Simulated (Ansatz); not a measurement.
Re:

```
Re
1.0
     0.00000    1.97500    1.97500
     1.97500    0.00000    1.97500
     1.97500    1.97500    0.00000
Re
1
Direct
  0.00000 0.00000 0.00000
```

This isn't the form of Re at room conditions, which is hcp.

- Program: Ansatz 0.2.0
- Task: single point
- Functional: PBE
- Potentials or basis: Ansatz PAW
- Cutoff: 420 eV (not typed: the program's choice for these potentials)
- k mesh: 12 × 12 × 12
- Occupations: fermi-dirac, width 0.05 eV
- Spin: no spin polarisation

On this cell: pressure -9.0 GPa; band gap on the k mesh none (metal or under the smearing width).

The same run follows on a disturbed copy (cell strained at random at fixed volume):

```xyz
1
Lattice="-0.0118 2.0233 1.9658 1.9102 0.0375 1.9165 1.9827 2.0464 -0.0349" Properties=species:S:1:pos:R:3 pbc="T T T"
Re    0.0414   -0.0049   -0.0068
```

What does the disturbed cell give?

The energy (extrapolated to zero smearing) moves by +41.6 meV/atom; pressure -8.0 GPa; band gap on the k mesh none (metal or under the smearing width).

Stress tensor (GPa, compression positive):
```
 -4.45  -6.46   9.44
 -6.46 -13.90  -1.79
  9.44  -1.79  -5.57
```
